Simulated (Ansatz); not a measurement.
Pressure against volume in KF

The cell was relaxed from a distorted copy of a database structure.

These are results of DFT PBE, scalar-relativistic, plane waves, PAW in Ansatz, not measurements. Cutoff 420 eV, Γ-centred 8×8×8 mesh (2-atom cell), Gaussian smearing of 0.02 eV, no spin polarisation.

```cif
data_structure
_symmetry_space_group_name_H-M 'P 1'
_symmetry_Int_Tables_number 1
_cell_length_a 3.8330
_cell_length_b 3.8330
_cell_length_c 3.8330
_cell_angle_alpha 60.000
_cell_angle_beta 60.000
_cell_angle_gamma 60.000
_cell_volume 39.82
loop_
_atom_site_label
_atom_site_type_symbol
_atom_site_fract_x
_atom_site_fract_y
_atom_site_fract_z
_atom_site_occupancy
K1 K 0.50000 0.50000 0.50000 1
F1 F 0.00000 0.00000 0.00000 1
```

The cell was set to several volumes, with shape and atoms relaxed at each where symmetry leaves them free. Pressure is positive in compression, and energies count from the lowest row.

```csv
row,V (Å³/atom),P (GPa),ΔE (meV/atom),gap on mesh (eV)
1,17.521,5.05,33.3,6.65
2,18.119,?,?,?
3,18.716,2.08,7.4,6.28
4,19.313,0.95,1.7,6.12
5,19.911,0.00,0.0,5.96
6,20.508,-0.80,1.5,5.82
7,21.105,-1.47,5.7,5.68
8,21.902,-2.20,14.9,5.51
```

**Question.** Find B = −V·ΔP/ΔV from rows 4 and 6 and from rows 1 and 3, and from the two its slope B′ and its value B0 at zero pressure.

**Answer.** Rows 4 and 6 give −(19.313 + 20.508)/2 × (-0.80 − (0.95))/(20.508 − 19.313) = 29.2 GPa at a mean pressure of 0.07 GPa. Rows 1 and 3 give −(17.521 + 18.716)/2 × (2.08 − (5.05))/(18.716 − 17.521) = 45.0 GPa at a mean pressure of 3.56 GPa. So B′ = (45.0 − 29.2)/(3.56 − (0.07)) = 4.53 and B0 = 29.2 − 4.53 × (0.07) = 28.9 GPa. A third-order Birch–Murnaghan fit to all the energies gives B0 = 29.0 GPa and B′ = 4.8.

**Question.** Estimate the pressure and energy of row 2.

**Answer.** From row 5, V0 = 19.911 × (1 + (0.00)/28.9) = 19.911 Å³/atom. Murnaghan's form P = (B0/B′)·[(V0/V)^B′ − 1] gives (28.9/4.53) × [(19.911/18.119)^4.53 − 1] = 3.40 GPa; the computed pressure is 3.43 GPa, so the estimate is off by -0.03 GPa. The work of compression from row 3, with the mean of the two pressures, gives ΔE = 7.4 + (3.40 + 2.08)/2 × (18.716 − 18.119)/160.2 × 1000 = 17.6 meV/atom (1 eV/Å³ = 160.2 GPa); the computed value is 17.5 meV/atom.

**Question.** Fit the gap against pressure through the other rows and estimate it at the computed pressure of row 2.

**Answer.** Over the 7 rows the mean pressure is 0.5157 GPa and the mean gap is 6.003 eV. The sums of products of deviations are S_xx = 36.51 and S_xy = 5.661, so the slope is 5.661/36.51 = 0.1551 (r = 0.99, rms misfit 0.04 eV). At 3.43 GPa the line gives 6.003 + (0.1551) × (3.43 − 0.5157) = 6.46 eV. The computed value is 6.46 eV, so the line is off by 0.00 eV, less than the largest miss among the fitted rows (0.07 eV).

Kohn–Sham gaps at this level usually fall short of measured ones. All volumes keep the k mesh of the relaxed cell. Symmetry constrained the relaxation, so the result can be a saddle point.
